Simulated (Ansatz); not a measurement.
The system is NiO.

```
Ni O
1.0
     0.00000    2.08590    2.08590
     2.08590    0.00000    2.08590
     2.08590    2.08590    0.00000
Ni O
1 1
Cartesian
  0.0000 0.0000 0.0000
  2.0859 2.0859 2.0859
```

Base run:

```yaml
Program: Ansatz 0.2.0
Functional: PBEsol
Potentials_or_basis: all-electron LAPW, scalar-relativistic
Cutoff: 378 eV (chosen from the basis error)
Basis_error_allowed: 0.001 eV/atom
k_mesh: 11 × 11 × 11
Occupations: fermi-dirac, width 0.05 eV
Spin: collinear spin, ferromagnetic start
Starting_moments: "[1.0, 0.0] μB"
```

Its results: pressure -6.8 GPa; net moment 1.48 μB per cell; site moments Ni +1.24; O +0.23 μB.

Q: The run is repeated on the same cell with these changes: functional from PBEsol to LDA. What comes out?

A: Pressure -19.8 GPa; net moment -0.30 μB per cell; site moments Ni -0.26; O -0.04 μB.

LDA binds more tightly than PBEsol, so the same cell stands under less pressure.

Caveats: a cell with one magnetic atom can't hold antiferromagnetic order, which such compounds often take (some runs).
